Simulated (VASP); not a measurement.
# Si2W (I4/mmm) in VASP: a series of runs

Runs on Si2W. Level: PBE. Tasks: relaxation of cell and atoms.

All numbers are computed with VASP 6.6.1; they aren't measurements. Logs are shortened: lines on timing, memory, paths and dates and some standing lists are left out, and cuts for length are marked.

## (1) The structure

The structure is tetragonal, space group I4/mmm (No. 139). Conventional cell: a = 3.214 Å, b = 3.214 Å, c = 7.830 Å, α = 90.00°, β = 90.00°, γ = 90.00°. Around Si (site symmetry 4mm) lie 5 Si at 2.59 to 2.63 Å and 5 W at 2.62 Å. Around W (site symmetry 4/mmm) lie 10 Si at 2.62 Å.

## (2) Relaxation of cell and atoms, PBE

Contents of INCAR:

```
PREC = Accurate ; ENCUT = 520
EDIFF = 1E-7 ; ISMEAR = 1
SIGMA = 0.2 ; LREAL = F
LASPH = T ; NELM = 100
ALGO = Normal ; ISIF = 3
LWAVE = F ; LCHARG = F
GGA = PE ; IBRION = 2
NSW = 80 ; EDIFFG = -0.002
```

Contents of KPOINTS:

```
regular mesh
0
Gamma
  18 18 18
```

Contents of POSCAR:

```
Si2W
1.0
   -1.6069000000      1.6069000000      3.9149500000
    1.6069000000     -1.6069000000      3.9149500000
    1.6069000000      1.6069000000     -3.9149500000
Si W
2 1
Direct
    0.3347000000      0.3347000000      0.0000000000
    0.6653000000      0.6653000000      0.0000000000
    0.0000000000      0.0000000000      0.0000000000
```

Potentials or basis: VASP PAW PBE potentials, release 64 (Si, W_sv).

Started as:

```
$ cat potpaw_PBE.64/Si/POTCAR potpaw_PBE.64/W_sv/POTCAR > POTCAR
$ mpirun -np 1 vasp_std > vasp.out
```

OUTCAR:

```text
PREC = Accurate
   ENCUT = 520
   EDIFF = 1E-7
   ISMEAR = 1
   LREAL = F
   LASPH = T
   NELM = 100
   ISIF = 3
   GGA = PE
   IBRION = 2
   NSW = 80
   EDIFFG = -0.002

 ion  position               nearest neighbor table
   1  0.335  0.335  0.000-   2 2.59   3 2.62   3 2.62   3 2.62   3 2.62   3 2.62   2 2.63   2 2.63
                             2 2.63   2 2.63
   2  0.665  0.665  0.000-   1 2.59   3 2.62   3 2.62   3 2.62   3 2.62   3 2.62   1 2.63   1 2.63
                             1 2.63   1 2.63
   3  0.000  0.000  0.000-   2 2.62   2 2.62   2 2.62   1 2.62   2 2.62   1 2.62   1 2.62   1 2.62
                             1 2.62   2 2.62

  LATTYP: Found a body centered tetragonal cell.
 ALAT       =     3.2138000000
 C/A-ratio  =     2.4363370465

  Lattice vectors:

 A1 = (  -1.6069000000,   1.6069000000,   3.9149500000)
 A2 = (   1.6069000000,  -1.6069000000,   3.9149500000)
 A3 = (   1.6069000000,   1.6069000000,  -3.9149500000)

Analysis of symmetry for initial positions (statically):
=====================================================================
 Subroutine PRICEL returns:
 Original cell was already a primitive cell.

 Routine SETGRP: Setting up the symmetry group for a
 body centered tetragonal supercell.

 Subroutine GETGRP returns: Found 16 space group operations
 (whereof 16 operations were pure point group operations)
 out of a pool of 16 trial point group operations.

The static configuration has the point symmetry D_4h.

Analysis of symmetry for dynamics (positions and initial velocities):
=====================================================================
 Subroutine PRICEL returns:
 Original cell was already a primitive cell.

 Routine SETGRP: Setting up the symmetry group for a
 body centered tetragonal supercell.

 Subroutine GETGRP returns: Found 16 space group operations
 (whereof 16 operations were pure point group operations)
 out of a pool of 16 trial point group operations.

The dynamic configuration has the point symmetry D_4h.

 Subroutine INISYM returns: Found 16 space group operations
 (whereof 16 operations are pure point group operations),
 and found     1 'primitive' translations

----------------------------------------------------------------------------------------

                                     Primitive cell

  volume of cell :      40.4356

  direct lattice vectors                    reciprocal lattice vectors
    -1.606900000  1.606900000  3.914950000     0.000000000  0.311158131  0.127715552
     1.606900000 -1.606900000  3.914950000     0.311158131  0.000000000  0.127715552
     1.606900000  1.606900000 -3.914950000     0.311158131  0.311158131  0.000000000

  length of vectors
     4.526708376  4.526708376  4.526708376     0.336348992  0.336348992  0.440044048

  position of ions in fractional coordinates (direct lattice)
     0.334700000  0.334700000  0.000000000
     0.665300000  0.665300000  0.000000000
     0.000000000  0.000000000  0.000000000

  ion indices of the primitive-cell ions
   primitive index   ion index
                 1           1
                 2           2
                 3           3

----------------------------------------------------------------------------------------

 KPOINTS: regular mesh

Automatic generation of k-mesh.
 Grid dimensions read from file:
 generate k-points for:   18   18   18

 Generating k-lattice:

  Cartesian coordinates                     Fractional coordinates (reciprocal lattice)
     0.000000000  0.017286563  0.007095308     0.055555556  0.000000000  0.000000000
     0.017286563  0.000000000  0.007095308     0.000000000  0.055555556  0.000000000
     0.017286563  0.017286563  0.000000000     0.000000000  0.000000000  0.055555556

  Length of vectors
     0.018686055  0.018686055  0.024446892

  Shift w.r.t. Gamma in fractional coordinates (k-lattice)
     0.000000000  0.000000000  0.000000000

 Subroutine IBZKPT returns following result:
 ===========================================

 Found    480 irreducible k-points:

 Following reciprocal coordinates:
            Coordinates               Weight
  0.000000  0.000000  0.000000      1.000000
  0.055556 -0.000000  0.000000      8.000000
  0.111111 -0.000000  0.000000      8.000000
  0.166667  0.000000  0.000000      8.000000
  0.222222  0.000000 -0.000000      8.000000
  0.277778  0.000000  0.000000      8.000000
[... 16 lines left out ...]
 -0.277778  0.055556  0.000000     16.000000
 -0.222222  0.055556  0.000000     16.000000
 [... further k-points ...]
   k-points           NKPTS =    480   k-points in BZ     NKDIM =    480   number of bands    NBANDS=     15
   number of dos      NEDOS =    301   number of ions     NIONS =      3
   total plane-waves  NPLWV =  46656
   dimension x,y,z NGX =    36 NGY =   36 NGZ =   36
   dimension x,y,z NGXF=    72 NGYF=   72 NGZF=   72
   ions per type =               2   1
   NGX,Y,Z   is equivalent  to a cutoff of  13.22, 13.22, 13.22 a.u.
   NGXF,Y,Z  is equivalent  to a cutoff of  26.44, 26.44, 26.44 a.u.
 SYSTEM =  unknown system
   PREC   = accura    normal or accurate (medium, high low for compatibility)
   ISTART =      0    job   : 0-new  1-cont  2-samecut
   ICHARG =      2    charge: 1-file 2-atom 10-const
   ISPIN  =      1    spin polarized calculation?
   LNONCOLLINEAR =      F non collinear calculations
   LSORBIT =      F    spin-orbit coupling
   LASPH  =      T    aspherical Exc in radial PAW
   ENCUT  =  520.0 eV  38.22 Ry    6.18 a.u.   8.42  8.42  8.42*2*pi/ulx,y,z
   NELM   =    100;   NELMIN=  2; NELMDL= -5     # of ELM steps
   EDIFF  = 0.1E-06   stopping-criterion for ELM
   LREAL  =      F    real-space projection
   EDIFFG = -.2E-02   stopping-criterion for IOM
   NSW    =     80    number of steps for IOM
   IBRION =      2    ionic relax: 0-MD 1-quasi-New 2-CG
   NFREE  =      1    steps in history (QN), initial steepest desc. (CG)
   ISIF   =      3    stress and relaxation
   ISYM   =      2    0-nonsym 1-usesym 2-fastsym
   POTIM  = 0.5000    time-step for ionic-motion
   TEBEG  =    0.0;   TEEND  =   0.0 temperature during run
   PSTRESS=    0.0 pullay stress
   NELECT =      22.0000    total number of electrons
   NUPDOWN=      -1.0000    fix difference up-down
   EMIN   =  10.00;   EMAX   =-10.00  energy-range for DOS
   EFERMI =   0.00;   METHOD = LEGACY
   ISMEAR =     1;   SIGMA  =   0.20  broadening in eV -4-tet -1-fermi 0-gaus
   EFERMI_NEDOS =   21; number of points for ismear=-14 and -15
   IALGO  =     38    algorithm
   IMIX   =      4    mixing-type and parameters
     AMIX     =   0.40;   BMIX     =  1.00
     AMIX_MAG =   1.60;   BMIX_MAG =  1.00
  volume/ion in A,a.u.               =      13.48        90.96
  Fermi-wavevector in a.u.,A,eV,Ry     =   1.336476  2.525573 24.302284  1.786167
  Thomas-Fermi vector in A             =   2.465099
   LORBIT       =      0    0 simple, 1 ext, 2 COOP (PROOUT), +10 PAW based schemes
   GGA     = PE    functional components
   LHFCALC =     F    Hartree Fock is set to
   AEXX    =    0.0000 exact exchange contribution
   IVDW    =     0    specifies the selected vdW correction
   LEPSILON=     F    determine dielectric tensor
   LRPA    =     F    only Hartree local field effects (RPA)
 conjugate gradient relaxation of ions
 non-spin polarized calculation
 Methfessel and Paxton  Order N= 1 SIGMA  =   0.20
  energy-cutoff  :      520.00
  volume of cell :       40.44
 maximum number of plane-waves:      1118
 NGX is ok and might be reduce to    36
   NGX = 17   NGY = 17   NGZ = 17

--------------------------------------- Ionic step        1  -------------------------------------------

 number of electron      21.9999999 magnetization

 Free energy of the ion-electron system (eV)
  ---------------------------------------------------
  ext. energy  EPLUGINS =         0.00000000
  ---------------------------------------------------
  free energy    TOTEN  =       -24.80847330 eV

  energy without entropy =      -24.80995266  energy(sigma->0) =      -24.80896642

------------------------ aborting loop because EDIFF is reached ----------------------------------------

  FORCE on cell =-STRESS in cart. coord.  units (eV):
  Direction    XX          YY          ZZ          XY          YZ          ZX
  --------------------------------------------------------------------------------------
  -------------------------------------------------------------------------------------
  Total        0.8199208      0.8199208      0.9058747      0.0000000      0.0000000      0.0000000
  in kB       32.4876720     32.4876720     35.8934167      0.0000000      0.0000000      0.0000000
  external PRESSURE =      33.6229203 kB  Pullay stress =       0.0000000 kB
[... 244 lines left out ...]
  energy  without entropy=      -24.8163051583  energy(sigma->0) =      -24.81519739

--------------------------------------- Ionic step        8  -------------------------------------------

 number of electron      22.0000000 magnetization

 Free energy of the ion-electron system (eV)
  ---------------------------------------------------
  ext. energy  EPLUGINS =         0.00000000
  ---------------------------------------------------
  free energy    TOTEN  =       -24.81464603 eV

  energy without entropy =      -24.81630361  energy(sigma->0) =      -24.81519856

 E-fermi :  11.7436     XC(G=0): -12.4593

 val. band max:       11.7336373621   @ k =  -0.3889   0.5000   0.3333
 cond. band min:      11.7906737807   @ k =  -0.3889  -0.4444   0.3889
 fundamental gap:      0.0570364186
 Fermi energy:        11.7436091253

 k-point     1 :       0.0000    0.0000    0.0000
  band No.  band energies     occupation
      1     -62.1316      2.00000
      2     -26.3778      2.00000
      3     -26.3652      2.00000
      4     -26.3652      2.00000
      5      -2.2052      2.00000
      6       4.9965      2.00000
      7       7.9963      2.00000
      8       8.5055      2.00000
      9       8.9468      2.00000
     10       8.9468      2.00000
     11      12.3546     -0.00014
     12      14.3979     -0.00000
     13      14.7331     -0.00000
     14      14.7830     -0.00000
     15      14.7830     -0.00000
[... 397 lines left out ...]
 k-point    24 :      -0.2222    0.0556    0.0000
  band No.  band energies     occupation
      1     -62.1285      2.00000
      2     -26.4497      2.00000
      3     -26.3702      2.00000
      4     -26.3635      2.00000
      5      -1.3089      2.00000
      6       5.0898      2.00000
      7       6.4387      2.00000
      8       8.1848      2.00000
      9       8.9281      2.00000
     10       9.6429      2.00000
     11      10.3555      2.00000
     12      13.3065     -0.00000
     13      13.9314     -0.00000
     14      16.1011      0.00000
     15      16.2107      0.00000

 [... further k-points ...]

------------------------ aborting loop because EDIFF is reached ----------------------------------------

  FORCE on cell =-STRESS in cart. coord.  units (eV):
  Direction    XX          YY          ZZ          XY          YZ          ZX
  --------------------------------------------------------------------------------------
  -------------------------------------------------------------------------------------
  Total        0.0028247      0.0028247      0.0027787      0.0000000      0.0000000      0.0000000
  in kB        0.1103087      0.1103087      0.1085131      0.0000000      0.0000000      0.0000000
  external PRESSURE =       0.1097101 kB  Pullay stress =       0.0000000 kB
[... 18 lines left out ...]
  FREE ENERGIE OF THE ION-ELECTRON SYSTEM (eV)
  ---------------------------------------------------
  free  energy   TOTEN  =       -24.8146460281 eV

  energy  without entropy=      -24.8163036132  energy(sigma->0) =      -24.81519856

 reached required accuracy - stopping structural energy minimisation
```

Run time: 24 min. Hardware: 1 thread of AMD EPYC 9R45 (Zen 5), shared host; peak memory 0.4 GiB.

What came out:

```yaml
Free_energy: -24.8146 eV
Relaxed_volume: 13.68 Å³/atom
Relaxed_cell: a = 4.548 Å, b = 4.548 Å, c = 4.548 Å, α = 138.41°, β = 138.41°, γ = 60.28°
Space_group_after_relaxing_to_0.05_Å: I4/mmm (No. 139)
Energy_gained_by_relaxing: 2.1 meV/atom
Ionic_steps: 8
Pressure_after_relaxing: 0.0 GPa
Band_gap_on_the_k_mesh: none (metal or under the smearing width)
```

Step by step:
| step | energy change (eV) | largest force (eV/Å) | pressure (GPa) | volume (Å³) |
| --- | --- | --- | --- | --- |
| 1 | 0.0000 | 0.0611 | 3.36 | 40.44 |
| 2 | 0.0134 | 0.1030 | -5.52 | 42.11 |
| 3 | -0.0062 | 0.0007 | -0.01 | 41.03 |
| 4 | -0.0062 | 0.0004 | 0.06 | 41.02 |
| 5 | -0.0062 | 0.0008 | 0.04 | 41.02 |
| 6 | -0.0062 | 0.0007 | 0.05 | 41.02 |
| 7 | -0.0062 | 0.0011 | -0.06 | 41.04 |
| 8 | -0.0062 | 0.0001 | 0.01 | 41.03 |

Final structure:
```
Si W
1.0
    -1.61484    1.61484    3.93327
     1.61484   -1.61484    3.93327
     1.61484    1.61484   -3.93327
Si W
2 1
Direct
  0.33457 0.33457 0.00000
  0.66543 0.66543 0.00000
  0.00000 0.00000 0.00000
```

Levels at points of the mesh, in eV from the Fermi level:
```tsv
k point	band 9	band 10	band 11	band 12	band 13	band 14
(0.00, 0.00, 0.00)	-2.80	-2.80	0.61	2.65	2.99	3.04
(0.50, 0.00, 0.00)	-2.74	-2.70	-0.41	2.66	2.76	3.91
(0.50, 0.50, 0.00)	-4.95	-3.18	-1.75	2.74	2.92	3.07
(0.50, 0.50, 0.50)	-0.84	-0.84	-0.48	-0.48	0.78	4.45
```

The run has no spin-orbit coupling, so splittings on W are missing. Zero-point motion and thermal expansion aren't in these numbers.

## (3) Relaxation of cell and atoms, PBE

This run uses another cell than the first one, of 13.68 Å³/atom, 1.015 times its volume.

INCAR is that of step 2.

KPOINTS is that of step 2.

Contents of POSCAR:

```
Si2W                                    
1.0
   -1.6148445488      1.6148445488      3.9332738189
    1.6148445488     -1.6148445488      3.9332738189
    1.6148445488      1.6148445488     -3.9332738189
  Si              W             
     2     1
Direct
     0.3345650711139707    0.3345650711139707    0.0000000000000000
     0.6654349288860293    0.6654349288860293    0.0000000000000000
     0.0000000000000000    0.0000000000000000    0.0000000000000000
```

Potentials or basis: VASP PAW PBE potentials, release 64 (Si, W_sv).

Started as:

```
$ cat potpaw_PBE.64/Si/POTCAR potpaw_PBE.64/W_sv/POTCAR > POTCAR
$ mpirun -np 1 vasp_std > vasp.out
```

Run time: 5.3 min. Hardware: 1 thread of AMD EPYC 9R45 (Zen 5), shared host; peak memory 0.41 GiB.

Results (log left out):

```yaml
Free_energy: -24.8148 eV
Pressure_after_relaxing: 0.0 GPa
Band_gap_on_the_k_mesh: none (metal or under the smearing width)
```

Final structure:
```
Si W
1.0
    -1.61484    1.61484    3.93327
     1.61484   -1.61484    3.93327
     1.61484    1.61484   -3.93327
Si W
2 1
Direct
  0.33457 0.33457 0.00000
  0.66543 0.66543 0.00000
  0.00000 0.00000 0.00000
```

Levels at points of the mesh, in eV from the Fermi level:
```csv
k point,band 9,band 10,band 11,band 12,band 13,band 14
"(0.00, 0.00, 0.00)",-2.80,-2.80,0.61,2.65,2.99,3.04
"(0.50, 0.00, 0.00)",-2.74,-2.70,-0.41,2.66,2.76,3.91
"(0.50, 0.50, 0.00)",-4.95,-3.18,-1.75,2.74,2.92,3.07
"(0.50, 0.50, 0.50)",-0.84,-0.84,-0.48,-0.48,0.78,4.45
```

Caveat: the relaxation stopped at its first step, so nothing moved. Spin-orbit coupling is left out, which matters for the levels of W.
